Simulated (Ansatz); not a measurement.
InSe in Ansatz: the effect of target pressure

The system is InSe.

```xyz
4
Lattice="2.0000 1.1547 8.4400 -2.0000 1.1547 8.4400 0.0000 -2.3094 8.4400" Properties=species:S:1:pos:R:3 pbc="T T T"
In    0.0000    0.0000   22.4994
In    0.0000    0.0000    0.0000
Se    0.0000    0.0000    4.3525
Se    0.0000    0.0000    9.7102
```

Alike in all runs:

```yaml
Program: Ansatz 0.2.0
Task: relaxation of cell and atoms
Functional: PBEsol
Potentials_or_basis: Ansatz PAW
Cutoff: "420 eV (not typed: the program's choice for these potentials)"
k_mesh: 8 × 8 × 8
Occupations: fermi-dirac, width 0.05 eV
Spin: no spin polarisation
```

Each run relaxes the cell or the atoms first.

One run gave: relaxed volume 23.80 Å³/atom; gap on the mesh 0.69 eV. Which target pressure did it use?
A. 2 GPa
B. 20 GPa
C. 5 GPa
D. 10 GPa
E. 30 GPa

D.

| target pressure | relaxed volume (Å³/atom) | gap on the mesh (eV) |
| --- | --- | --- |
| 0 GPa | 29.33 | 0.37 |
| 2 GPa | 27.27 | 0.35 |
| 5 GPa | 25.62 | 0.58 |
| 10 GPa | 23.80 | 0.69 |
| 20 GPa | 21.44 | 0.36 |
| 30 GPa | 19.81 | 0.02 |

Caveats: the plane-wave basis is chosen anew once the cell has moved, so the energies of steps on either side of that aren't comparable; spin-orbit coupling is left out, which moves the levels of the heavy elements; the PAW data sets come from PBE, with cores solved anew for the run's functional, which leaves a small shift of forces and pressure; the volume moved by over 15 % at a fixed basis, so the end points are rough (some runs).

A k mesh can miss the band edges.
